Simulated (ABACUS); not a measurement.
**BN under changes of volume**

One of the cells (9.145 Å³/atom); the others are scaled copies at fixed shape and fractional positions:

```
CELL_PARAMETERS angstrom
1.25112 0.72234 3.37293
-1.25112 0.72234 3.37293
0.00000 -1.44467 3.37293
ATOMIC_POSITIONS crystal
N 0.66724 0.66724 0.66724
B 0.00033 0.00033 0.00033
```

The cell is a database's computed one.

```yaml
Program: ABACUS 3.10.1
Functional: PBE
Potentials_or_basis: PseudoDojo NC SR 0.4.1 PBE standard
Cutoff: 1143 eV
Density_cutoff: 4572 eV
Basis: plane waves
k_mesh: 12 × 12 × 12
Occupations: fermi-dirac, width 0.05 eV
Spin: no spin polarisation
```

```csv
volume (Å³/atom),energy over the lowest point (meV/atom),pressure (GPa),gap on the mesh (eV),largest force (eV/Å)
8.596,?,?,?,?
8.779,20.19,13.9,4.37,0.001
8.962,7.53,8.3,4.34,0.002
9.145,0.98,3.2,4.31,0.004
9.328,0.00,-1.4,4.29,0.005
9.510,4.11,-5.7,4.26,0.006
9.693,12.87,-9.6,4.23,0.007
```

Question: What does the run at 8.596 Å³/atom give?

Answer: Energy over the lowest point 39.53 meV/atom; pressure 20.1 GPa; gap on the mesh 4.39 eV; largest force 0.001 eV/Å.

Worked out: A Birch-Murnaghan fit of order 3 (a polynomial in V^(-2/3)) to the other rows has its minimum at 9.27 Å³/atom with B0 = V·E''(V) = 233 GPa and B' = 3.6 at fixed shape and positions, which overstates the stiffness. It gives 39.55 meV/atom at 8.596 Å³/atom, against the run's 39.53, and -dE/dV = 20.1 GPa, against 20.1. A straight line through the other rows of the gap, of slope -1.38 eV per unit of ln V, extrapolates to 4.40 eV, against the run's 4.39.

Energies are extrapolated to zero smearing.

A mesh can miss the band edges.
